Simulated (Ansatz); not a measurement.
Here is an Ansatz 0.2.0 calculation.

The input input.yaml:

```yaml
crystal:
  lattice:
    - [-1.72585, 1.72585, 5.84]
    - [1.72585, -1.72585, 5.84]
    - [1.72585, 1.72585, -5.84]
  atoms:
    - { symbol: Nb, position: [0.5, 0.0, 0.5] }
    - { symbol: Nb, position: [0.75, 0.75, 0.0] }
    - { symbol: As, position: [0.916, 0.416, 0.5] }
    - { symbol: As, position: [0.166, 0.166, 0.0] }
kpoints:
  mp_grid: { grid: [11, 11, 11] }
  band_path:
    path:
      - [0.0, 0.0, 0.0]
      - [-0.5, 0.5, 0.0]
      - [-0.5, 0.5, -0.0436667032]
      - [-0.2718333516, 0.2718333516, -0.2718333516]
      - [0.0, 0.0, 0.0]
      - [0.5, 0.5, -0.5]
      - [0.2718333516, 0.7281666484, -0.7281666484]
      - [0.0, 0.5, -0.5]
    npoints: 10
scf:
  occupations: { method: fermi_dirac, width: 0.05 }
hamiltonian:
  xc: pbesol
  pseudopotentials:
    kind: all_electron
    lapw: { basis_error: 0.002 }
    relativity: none
output:
  forces: true
  stress: true
  eigenvalues: true
```

Potentials or basis: all-electron LAPW, non-relativistic.

Command:

```bash
$ ansatz run input.yaml --threads 2 --pin off --max-ram 8192MiB --backend cpu --events-out ev --progress --plain --runs-dir out
```

Question: Predict the largest force.

Answer: 0.314 eV/Å.

Question: What does it give for the band gap along the path?

Answer: None (metal or under the smearing width).

Question: Predict the pressure.

Answer: -0.6 GPa.

Stress tensor (GPa, compression positive):
```
-0.84  0.00  0.00
 0.00 -0.84  0.00
 0.00  0.00 -0.03
```

Caveat: relativity is left out, which matters for the heavier elements.
